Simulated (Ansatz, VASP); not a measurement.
**Sn in VASP and in Ansatz**

```xyz
4
Lattice="3.7871 0.0000 0.0000 -1.8936 3.2798 0.0000 0.0000 0.0000 12.2143" Properties=species:S:1:pos:R:3 pbc="T T T"
Sn    0.0000    0.0000    0.0000
Sn    0.0000    0.0000    6.1071
Sn    0.0000    2.1865    9.1607
Sn    1.8936    1.0933    3.0536
```

Alike in both runs: task relaxation of cell and atoms; functional PBEsol; k mesh 6 × 6 × 2; occupations gaussian, width 0.1 eV; no spin polarisation.

|  | VASP | Ansatz |
| --- | --- | --- |
| version | VASP 6.6.1 | Ansatz 0.2.0 |
| potentials or method | VASP PAW PBE potentials, release 64 (Sn_d) | scalar-relativistic, plane waves, PAW |
| plane-wave cutoff (eV) | 600 | 420 |
| valence electrons in the cell | 56 | 56 |

VASP gave:

* gap on the k mesh at the Fermi level, each at its own relaxed structure (eV): none
* relaxed volume (Å³/atom): 26.31
* relaxed cell length with the largest relative difference (Å): 3.384
* energy change over the relaxation (meV/atom): -442

Problem. Estimate Ansatz's values.

Solution. gap on the k mesh at the Fermi level, each at its own relaxed structure (eV): none; relaxed volume (Å³/atom): 26.50; relaxed cell length with the largest relative difference (Å): 3.403; energy change over the relaxation (meV/atom): -442.

A gap of «none» marks a metal or a gap that the smearing closes.

Caveats: the volume moved by over 15 % at a fixed basis, so the end points are rough; the PAW data sets were made with another functional, which shifts forces and pressure a little (VASP).
